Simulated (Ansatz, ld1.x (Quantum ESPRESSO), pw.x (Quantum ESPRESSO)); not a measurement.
ruthenium: one change to the TM potential, in the atom and in the bcc crystal

ruthenium (Ru), norm-conserving Troullier–Martins (Kleinman–Bylander form), made with ld1.x (Quantum ESPRESSO) 7.5 (PBE, scalar-relativistic). Core [Kr], reference 4d7 5s0.5 5p0.5. Waves: 5s (bound): rc 2.45 bohr; 4d (bound): rc 1.20 bohr; 5p (bound): rc 3.30 bohr. Local part: the p channel. Core correction: a·sin(br)/r model core inside 1.00 bohr.

Change: wave 5p (bound): rc 3.30 bohr becomes 5p (bound): rc 3.08 bohr.

Cutoffs, loose and tight: the cutoffs (Ry, on a coarse ladder) from which the occupation-weighted sum of valence levels, in a spherical-Bessel basis at the reference potential, stays within 10 and 1 mRy of its value at 400 Ry. They do not see the model core or the augmentation charge, which bear on the density cutoff. Test errors are all-electron minus pseudo excitation energies from the reference, over the configurations 4d7 5s1 5p0; 4d7 5s0 5p0; 4d6 5s0 5p0; 4d6 5s2 5p0; 4d8 5s0 5p0; 4d4 5s0 5p0; 4d6 5s1 5p1; variants that change the core or the reference have their own tests.

Crystal test: bcc Ru in pw.x 7.5, no spin, 15³ k-points, Fermi–Dirac smearing 0.01 Ry, cutoffs set for each file from its atomic test. The reference is all-electron LAPW (Ansatz 0.2.0) with the same functional, mesh and smearing; V0 and B0 come from Birch–Murnaghan fits to the pressures at five volumes. Errors are pseudo minus all-electron; Δ is the rms difference of the E(V) curves that follow from these fits, minima aligned, over ±6 % about the mean V0. Mesh and smearing are coarse, so the numbers serve the comparison and aren't converged zero-temperature values; the lattice is a test structure that the element need not adopt.

All-electron: a0 = 3.056 Å (V0 = 14.28 Å³/atom), B0 = 274.2 GPa.

Task: Does the change bring the crystal closer to the all-electron result?

Result: The mean pressure error goes from +44.60 to +45.19 GPa, a small move against the size of the error. Neither pressure curve crosses zero within the volumes sampled, so no fits are given.

```tsv
quantity	base	changed
outcome (atom)	generated	generated
cutoff, loose (atom)	70 Ry	70 Ry
cutoff, tight (atom)	90 Ry	90 Ry
bound ghosts (atom)	none	none
largest test error (meV) (atom)	-184 over the solved tests; 1 of 7 tests not solved or not reliable	-184 over the solved tests; 1 of 7 tests not solved or not reliable
cutoffs in pw.x (Ry)	110/440	110/440
mean pressure error (GPa)	+44.60	+45.19
```

Base: The largest radius (3.30 bohr) exceeds half the bond length (2.50 bohr), so the spheres overlap, which is one possible source of error among others. This is a poor potential for the solid. Atomic configuration tests: 1 of 7 tests not solved or not reliable. Changed file: The largest radius (3.08 bohr) exceeds half the bond length (2.50 bohr), so the spheres overlap, which is one possible source of error among others. This is a poor potential for the solid. Atomic configuration tests: 1 of 7 tests not solved or not reliable.
